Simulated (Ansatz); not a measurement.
# Pb (Fm-3m) in Ansatz: further runs

Runs on Pb. Level: LDA. Tasks: band structure, phonons, elastic constants.

All numbers are computed with Ansatz 0.2.0; they aren't measurements. Logs are shortened: lines on timing, memory, paths and dates and some standing lists are left out, and cuts for length are marked.

## 1. The structure

It takes space group Fm-3m (No. 225, cubic). Conventional cell: a = 4.950 Å, b = 4.950 Å, c = 4.950 Å, α = 90.00°, β = 90.00°, γ = 90.00°. Pb (site symmetry m-3m) has 12 Pb at 3.50 Å as nearest neighbours.

## 2. Band structure, LDA

Input file input.yaml:

```yaml
crystal:
  lattice:
    - [0.0, 2.47502, 2.47502]
    - [2.47502, 0.0, 2.47502]
    - [2.47502, 2.47502, 0.0]
  atoms:
    - { symbol: Pb, position: [0.0, 0.0, 0.0] }
kpoints:
  mp_grid: { grid: [9, 9, 9] }
  band_path:
    path:
      - [0.0, 0.0, 0.0]
      - [0.5, 0.0, 0.5]
      - [0.5, 0.25, 0.75]
      - [0.375, 0.375, 0.75]
      - [0.0, 0.0, 0.0]
      - [0.5, 0.5, 0.5]
      - [0.625, 0.25, 0.625]
      - [0.5, 0.25, 0.75]
    npoints: 6
scf:
  occupations: { method: fermi_dirac, width: 0.05 }
hamiltonian:
  xc: lda
  pseudopotentials: { kind: all_electron, lapw: { basis_error: 0.001 } }
output:
  forces: true
  stress: true
  eigenvalues: true
```

Potentials or basis: all-electron LAPW, scalar-relativistic.

The run is started by

```bash
$ ansatz run input.yaml --threads 1 --pin off --max-ram 3072MiB --backend cpu --events-out ev --progress --plain --runs-dir out
```

Standard output:

```text
Warning: RAYON_NUM_THREADS=1 ignored (pool sized by the plan → 1); use --threads N
LAPW: plane waves up to 6.366 Å⁻¹, error target 1.0e-3 eV per atom; small_component_spin mean_spin; Pb in spheres of 1.750 Å, 36 of its electrons in bands, Dirac shells [] (how accurate: hamiltonian.pseudopotentials.lapw.basis_error, Limitations)
Engine: ansatz 0.2.0, aarch64-unknown-linux-gnu
Pseudopotentials: kind: all_electron
Pseudopotential: Pb, LAPW, valence charge 36, lapw/all_electron/scalar/gaussian/Pb, Koelling and Harmon's equation, gaussian nucleus
Functional definition: SPW92
  exchange = slater_x
  correlation = pw_c
Crystal: 1 atoms, lattice volume = 30.323 Å³
Basis set: ecut = 154.37963257919836 eV, 137 PW (Γ), exchange–correlation at level 2
Bands: 22, of which v1, the nominal top of the filled ones, is band 18 counted from 1 (17 counted from 0)
Symmetry: 48 space group operations
Space group: Fm-3m (ITA 225), of the structure as read, at distance tolerance 3.1e-5 Å
k-points: 35 of 729
Non-local potential: Pb, projectors of the file, none
Initial density: superposition of atomic densities (chi_scale 0.1, normalization cell)
Initial wavefunctions: plane waves of lowest kinetic energy (no species holds an atomic orbital)
Functional: x = slater, c = lda
iter 1 solved again at ethr=6.07e-6 eV; its pass at ethr=1.00e-1 eV (dr2=2.18e-3 eV) is discarded
SCF iter   1: F=—  HF=-567762.787598 eV  |F-HF|=—  |Δ(HF+E_count)|=         —  Δρ=3.09e-3  dr2=2.20e-3  ethr=6.07e-6  ⟨swp⟩=3.9  Hψ=5194  notcnv=0
preconditioner: auto → none  [insulator: Δε(μ)=0.232 eV  Ē_g=19.689 eV  σ=0.050 eV  W_gap=0.52  n_scr=14 (ndim 8)  ℏωp=25.2 eV  f_vac=0.033  D(μ)=0.40/eV (n_scr^D=0)  ε∞_Penn≈2.6]
SCF iter   2: F=—  HF=-567762.773634 eV  |F-HF|=—  |Δ(HF+E_count)|=   1.40e-2  Δρ=1.28e-3  dr2=4.24e-4  ethr=6.07e-6  ⟨swp⟩=2.0  Hψ=2275  notcnv=0
SCF iter   3: F=—  HF=-567762.772785 eV  |F-HF|=—  |Δ(HF+E_count)|=   8.50e-4  Δρ=5.51e-4  dr2=8.09e-5  ethr=1.18e-6  ⟨swp⟩=2.0  Hψ=2271  notcnv=0
iter 4 solved again at ethr=9.66e-9 eV; its pass at ethr=2.25e-7 eV (dr2=3.48e-6 eV) is discarded
SCF iter   4: F=—  HF=-567762.772689 eV  |F-HF|=—  |Δ(HF+E_count)|=   9.58e-5  Δρ=1.06e-4  dr2=3.47e-6  ethr=9.66e-9  ⟨swp⟩=2.0  Hψ=3842  notcnv=0
SCF iter   5: F=-567762.772688 eV  HF=-567762.772688 eV  |F-HF|=8.73e-9  |Δ(HF+E_count)|=   6.76e-7  Δρ=1.53e-5  dr2=7.96e-8  ethr=9.65e-9  ⟨swp⟩=2.0  Hψ=2271  notcnv=0
SCF 1 converged in 5 iterations: F = -567762.772688 eV  dr2 = 7.96e-8
NSCF: frozen V_eff on 43 k-points
SCF converged after 5 iterations
Free energy (F): -567762.772688 eV
Harris-Foulkes:  -567762.772688 eV  (|F-HF|=8.73e-9)
Internal energy: -567762.769499 eV  (E = F + TS)
E sigma→0 (E₀):  -567762.771094 eV
Entropy (-TS):   -0.003190 eV (-3.190 meV/atom)
Fermi energy:    15.143341 eV
--- Per-component energies (eV) ---
  E_band       = -2210.008866
  E_kinetic    = 654431.577689
  E_xc         = -10274.004383
  E_electrostatic = -1211920.342805  (all electrons and nuclei)
  E_smearing   = -0.003190  (= −TS)
  E_closure    = 0.000000  (closes the sum)
  E_atoms      = -567758.508425  (free atoms, spherical and without spin; not in F)
  Σ components = -567762.772688   (vs F -567762.772688, Δ=0.00e0)
  Basis errors (estimates in eV, not in F): energy 2.0e-4 per atom: plane waves 2.0e-4 (1.0e-4 summed), levels above the bands 1.9e-100, relativity 9.7e-9, radial functions 2.8e-6, core shells 1.0e-9; eigenvalues (radial functions only) 1.3e-5; not estimated: angular momenta, meshes, grids; target (lapw.basis_error) 1.0e-3; muffin-tin radii Pb 1.750 Å
--- Forces (eV/Å), atoms counted from 1 ---
  atom   1  Pb    -0.00000000     0.00000000    -0.00000000
  max |Σ_I F_I| component: 6.37e-32 eV/Å
--- Stress (GPa, compression-positive) ---
       -2.162223       0.000000      -0.000000
        0.000000      -2.162223       0.000000
       -0.000000       0.000000      -2.162223
  P = ⅓ Tr σ = -2.1622 GPa (-21.622 kbar)
--- Band table (eV; the first three rows and the last of 35) ---
  k-point 0: bands = ["-124.3946", "-113.5296", "-113.5296", "-113.5296", "-113.5294", "-113.5294", "-113.5294", "-113.5291", "-66.0864", "-66.0864", "-66.0864", "-1.6832", "-1.6832", "-1.6832", "-1.5401", "-1.5401", "3.5001", "22.6226", "22.6226", "22.6226", "25.1342", "26.7082"]
  k-point 1: bands = ["-124.3946", "-113.5296", "-113.5296", "-113.5296", "-113.5294", "-113.5294", "-113.5294", "-113.5291", "-66.0867", "-66.0864", "-66.0864", "-1.6838", "-1.6665", "-1.6665", "-1.5402", "-1.5402", "3.7372", "20.2964", "22.3456", "22.3456", "24.7387", "27.6662"]
  k-point 2: bands = ["-124.3946", "-113.5296", "-113.5296", "-113.5296", "-113.5294", "-113.5294", "-113.5294", "-113.5291", "-66.0877", "-66.0866", "-66.0866", "-1.6892", "-1.6466", "-1.6466", "-1.5174", "-1.5174", "4.4463", "16.8501", "21.7517", "21.7517", "24.3964", "27.2033"]
  k-point 34: bands = ["-124.3945", "-113.5296", "-113.5296", "-113.5296", "-113.5294", "-113.5294", "-113.5294", "-113.5291", "-66.0888", "-66.0884", "-66.0876", "-1.6744", "-1.6612", "-1.5790", "-1.4864", "-1.3809", "8.3928", "13.4744", "14.4203", "16.0867", "25.6000", "26.7069"]
```

Wall time 3.4 s (1 thread of Arm Neoverse V2, shared host); peak memory 0.23 GiB.

What came out:

* Free energy: -567762.7727 eV
* Pressure: -2.2 GPa
* Band gap along the path: none (metal or under the smearing width)

Levels at the corners of the path, in eV from the Fermi level:
```tsv
point	band 15	band 16	band 17	band 18	band 19	band 20	band 21	band 22
Γ	-16.68	-16.68	-11.64	7.48	7.48	7.48	9.99	11.56
X	-16.51	-16.51	-6.65	-3.12	2.16	2.16	5.62	6.89
W	-16.64	-16.51	-6.55	-1.23	-1.23	0.43	11.02	12.35
K	-16.62	-16.56	-6.74	-2.13	-1.07	3.08	6.71	11.54
Γ	-16.68	-16.68	-11.64	7.48	7.48	7.48	9.99	11.56
L	-16.55	-16.55	-8.05	-4.05	5.65	5.65	9.47	9.68
U	-16.62	-16.56	-6.74	-2.13	-1.07	3.08	6.71	11.54
W	-16.64	-16.51	-6.55	-1.23	-1.23	0.43	11.02	12.35
```

Caveat: spin-orbit coupling is left out, which moves the levels of the heavy elements.

## 3. Phonons, LDA

Input file input.yaml:

```yaml
crystal:
  lattice:
    - [0.0, 2.47502, 2.47502]
    - [2.47502, 0.0, 2.47502]
    - [2.47502, 2.47502, 0.0]
  atoms:
    - { symbol: Pb, position: [0.0, 0.0, 0.0] }
kpoints:
  mp_grid: { grid: [8, 8, 8] }
scf:
  occupations: { method: fermi_dirac, width: 0.05 }
hamiltonian:
  xc: lda
  pseudopotentials: { kind: all_electron, lapw: { basis_error: 0.001 } }
output: {}
phonons:
  method: fd
  supercell: [2, 2, 2]
  qpath:
    path:
      - [0.0, 0.0, 0.0]
      - [0.5, 0.0, 0.5]
      - [0.5, 0.25, 0.75]
      - [0.375, 0.375, 0.75]
      - [0.0, 0.0, 0.0]
      - [0.5, 0.5, 0.5]
    npoints: 8
```

Potentials or basis: all-electron LAPW, scalar-relativistic.

The run is started by

```bash
$ ansatz run input.yaml --threads 1 --pin off --max-ram 3072MiB --backend cpu --events-out ev --progress --plain --runs-dir out
```

Standard output:

```text
Warning: RAYON_NUM_THREADS=1 ignored (pool sized by the plan → 1); use --threads N
LAPW: plane waves up to 6.621 Å⁻¹, error target 1.0e-3 eV per atom; small_component_spin mean_spin; Pb in spheres of 1.698 Å, 36 of its electrons in bands, Dirac shells [] (how accurate: hamiltonian.pseudopotentials.lapw.basis_error, Limitations)
Engine: ansatz 0.2.0, x86_64-unknown-linux-gnu
Pseudopotentials: kind: all_electron
Pseudopotential: Pb, LAPW, valence charge 36, lapw/all_electron/scalar/gaussian/Pb, Koelling and Harmon's equation, gaussian nucleus
Functional definition: SPW92
  exchange = slater_x
  correlation = pw_c
Crystal: 8 atoms, lattice volume = 242.581 Å³
[... 64 lines left out ...]
  k-point 1: bands = ["-124.3848", "-124.3847", "-124.3847", "-124.3847", "-124.3847", "-124.3847", "-124.3847", "-124.3847", "-113.5198", "-113.5198", "-113.5198", "-113.5198", "-113.5198", "-113.5198", "-113.5198", "-113.5198", "-113.5198", "-113.5198", "-113.5198", "-113.5198", "-113.5198", "-113.5198", "-113.5198", "-113.5198", "-113.5198", "-113.5198", "-113.5198", "-113.5198", "-113.5198", "-113.5198", "-113.5198", "-113.5198", "-113.5196", "-113.5196", "-113.5196", "-113.5196", "-113.5196", "-113.5196", "-113.5196", "-113.5196", "-113.5196", "-113.5196", "-113.5196", "-113.5196", "-113.5196", "-113.5196", "-113.5196", "-113.5196", "-113.5196", "-113.5196", "-113.5196", "-113.5196", "-113.5196", "-113.5196", "-113.5196", "-113.5196", "-113.5193", "-113.5193", "-113.5193", "-113.5193", "-113.5193", "-113.5193", "-113.5193", "-113.5193", "-66.0795", "-66.0795", "-66.0795", "-66.0793", "-66.0793", "-66.0793", "-66.0792", "-66.0779", "-66.0779", "-66.0779", "-66.0777", "-66.0777", "-66.0777", "-66.0773", "-66.0773", "-66.0773", "-66.0772", "-66.0772", "-66.0772", "-66.0770", "-66.0770", "-66.0769", "-66.0765", "-66.0765", "-1.8047", "-1.8047", "-1.8047", "-1.7174", "-1.7174", "-1.7174", "-1.6970", "-1.6970", "-1.6970", "-1.6965", "-1.6749", "-1.6537", "-1.6537", "-1.6530", "-1.6530", "-1.6520", "-1.6520", "-1.6520", "-1.6234", "-1.6234", "-1.6234", "-1.5306", "-1.5306", "-1.4413", "-1.4413", "-1.4413", "-1.4348", "-1.4348", "-1.4348", "-1.4269", "-1.4269", "-1.4007", "-1.4007", "-1.4007", "-1.3926", "-1.3926", "-1.3926", "-1.3752", "-1.3752", "-1.3752", "3.8034", "6.0806", "7.1541", "7.1541", "7.1541", "8.0450", "8.0450", "8.0450", "11.6233", "11.6233", "11.6233", "12.7600", "12.8187", "12.8187", "12.8187", "16.0787", "16.0787", "16.0787", "17.6630", "17.6630", "17.6630", "18.8725", "18.8725", "18.8725", "19.8700", "20.0067", "20.0067", "20.0067", "21.0209", "21.0209", "21.4503", "21.4503", "21.4503", "22.2839", "22.2839", "23.4046", "23.4046", "23.4046", "23.5358", "23.5358", "23.5358", "24.3402", "24.6863", "25.5406", "26.7069", "26.7069", "26.7069", "26.8398"]
  k-point 2: bands = ["-124.3847", "-124.3847", "-124.3847", "-124.3847", "-124.3847", "-124.3847", "-124.3847", "-124.3847", "-113.5198", "-113.5198", "-113.5198", "-113.5198", "-113.5198", "-113.5198", "-113.5198", "-113.5198", "-113.5198", "-113.5198", "-113.5198", "-113.5198", "-113.5198", "-113.5198", "-113.5198", "-113.5198", "-113.5198", "-113.5198", "-113.5198", "-113.5198", "-113.5198", "-113.5198", "-113.5198", "-113.5198", "-113.5196", "-113.5196", "-113.5196", "-113.5196", "-113.5196", "-113.5196", "-113.5196", "-113.5196", "-113.5196", "-113.5196", "-113.5196", "-113.5196", "-113.5196", "-113.5196", "-113.5196", "-113.5196", "-113.5196", "-113.5196", "-113.5196", "-113.5196", "-113.5196", "-113.5196", "-113.5196", "-113.5196", "-113.5193", "-113.5193", "-113.5193", "-113.5193", "-113.5193", "-113.5193", "-113.5193", "-113.5193", "-66.0792", "-66.0792", "-66.0792", "-66.0792", "-66.0792", "-66.0792", "-66.0781", "-66.0781", "-66.0779", "-66.0779", "-66.0779", "-66.0779", "-66.0779", "-66.0779", "-66.0774", "-66.0774", "-66.0774", "-66.0774", "-66.0774", "-66.0774", "-66.0767", "-66.0767", "-66.0767", "-66.0767", "-1.7418", "-1.7418", "-1.7418", "-1.7418", "-1.7418", "-1.7418", "-1.6825", "-1.6825", "-1.6376", "-1.6376", "-1.6376", "-1.6376", "-1.6361", "-1.6361", "-1.6361", "-1.6361", "-1.6361", "-1.6361", "-1.5279", "-1.5279", "-1.5279", "-1.5279", "-1.5279", "-1.5279", "-1.4953", "-1.4953", "-1.4953", "-1.4953", "-1.4801", "-1.4801", "-1.4801", "-1.4801", "-1.4801", "-1.4801", "-1.3865", "-1.3865", "-1.3865", "-1.3865", "-1.3865", "-1.3865", "4.6979", "4.6979", "7.4416", "7.4416", "7.4416", "7.4416", "7.4416", "7.4416", "12.8417", "12.8417", "12.8417", "12.8417", "12.8417", "12.8417", "16.0283", "16.0283", "16.3173", "16.3173", "16.3173", "16.3173", "16.3173", "16.3173", "18.6625", "18.6625", "18.6625", "18.6625", "18.6625", "18.6625", "21.5998", "21.5998", "21.5998", "21.5998", "22.2242", "22.2242", "22.2242", "22.2242", "22.2242", "22.2242", "24.3495", "24.3495", "26.8469", "26.8469", "26.9599", "26.9599", "26.9599", "26.9599", "26.9599", "26.9599"]
  k-point 7: bands = ["-124.3847", "-124.3847", "-124.3847", "-124.3847", "-124.3847", "-124.3847", "-124.3847", "-124.3847", "-113.5198", "-113.5198", "-113.5198", "-113.5198", "-113.5198", "-113.5198", "-113.5198", "-113.5198", "-113.5198", "-113.5198", "-113.5198", "-113.5198", "-113.5198", "-113.5198", "-113.5198", "-113.5198", "-113.5198", "-113.5198", "-113.5198", "-113.5198", "-113.5198", "-113.5198", "-113.5198", "-113.5198", "-113.5196", "-113.5196", "-113.5196", "-113.5196", "-113.5196", "-113.5196", "-113.5196", "-113.5196", "-113.5196", "-113.5196", "-113.5196", "-113.5196", "-113.5196", "-113.5196", "-113.5196", "-113.5196", "-113.5196", "-113.5196", "-113.5196", "-113.5196", "-113.5196", "-113.5196", "-113.5196", "-113.5196", "-113.5193", "-113.5193", "-113.5193", "-113.5193", "-113.5193", "-113.5193", "-113.5193", "-113.5193", "-66.0788", "-66.0788", "-66.0788", "-66.0788", "-66.0785", "-66.0785", "-66.0785", "-66.0785", "-66.0784", "-66.0784", "-66.0784", "-66.0784", "-66.0775", "-66.0775", "-66.0775", "-66.0775", "-66.0774", "-66.0774", "-66.0774", "-66.0774", "-66.0770", "-66.0770", "-66.0770", "-66.0770", "-1.7115", "-1.7115", "-1.7115", "-1.7115", "-1.6845", "-1.6845", "-1.6845", "-1.6845", "-1.6286", "-1.6286", "-1.6286", "-1.6286", "-1.6082", "-1.6082", "-1.6082", "-1.6082", "-1.5665", "-1.5665", "-1.5665", "-1.5665", "-1.5649", "-1.5649", "-1.5649", "-1.5649", "-1.5267", "-1.5267", "-1.5267", "-1.5267", "-1.4860", "-1.4860", "-1.4860", "-1.4860", "-1.4443", "-1.4443", "-1.4443", "-1.4443", "-1.4137", "-1.4137", "-1.4137", "-1.4137", "5.4733", "5.4733", "5.4733", "5.4733", "7.8930", "7.8930", "7.8930", "7.8930", "13.4825", "13.4825", "13.4825", "13.4825", "14.3936", "14.3936", "14.3936", "14.3936", "15.8949", "15.8949", "15.8949", "15.8949", "17.7154", "17.7154", "17.7154", "17.7154", "17.7439", "17.7439", "17.7439", "17.7439", "20.2926", "20.2926", "20.2926", "20.2926", "24.4141", "24.4141", "24.4141", "24.4141", "24.4216", "24.4216", "24.4216", "24.4216", "24.9866", "24.9866", "24.9866", "24.9866", "27.7928", "27.7928", "27.7928", "27.7928"]
--- Phonons: 1 displaced member + reference (amplitude 0.01 Å, Σ member SCF iterations 6) ---
  symmetry images taken by strict's conditions (phonons.symmetry_images: auto; settled by no image being taken that strict refuses)
  ASR residual: 1.113e-5 → 0.000e0 eV/Å²; symmetrization residual: 1.332e-15 eV/Å²
  largest component of a force at the reference: 3.7e-30 eV/Å
  ASR residual per site (eV/Å²): 1.11e-5
  Γ frequencies (cm⁻¹): 0.00 0.00 0.00
  density of states and harmonic sums: on the 22×22×22 q-mesh, interpolated from the force constants of a 2×2×2 supercell (no non-analytic term)
  largest difference from the sums on the solved wave vectors: F 1.04e-1 eV, S 1.36e-4 and C_V 3.23e-5 eV/K
  zero-point energy: 0.008601 eV/cell   skipped modes (ω ≤ 0): 3   left out of the sums: 9.39e-5 of the cell's modes: C_V's classical limit lies that fraction below 3 k_B per atom; for a crystal, a wire or a layer, F and S can be off by more, and a phonons.interpolated_qmesh denser along its periods is the remedy for the sampling
```

It took 2.4 min on 1 thread of Intel Xeon Platinum 8488C (Sapphire Rapids), shared host; peak memory 1 GiB.

Caveat: the k mesh is thin for a metal, which can move the energy by tens of meV per atom; a metal's response needs a denser mesh. Spin-orbit coupling is left out, which matters for the levels of Pb.

(Continued in part 2 of 2.)
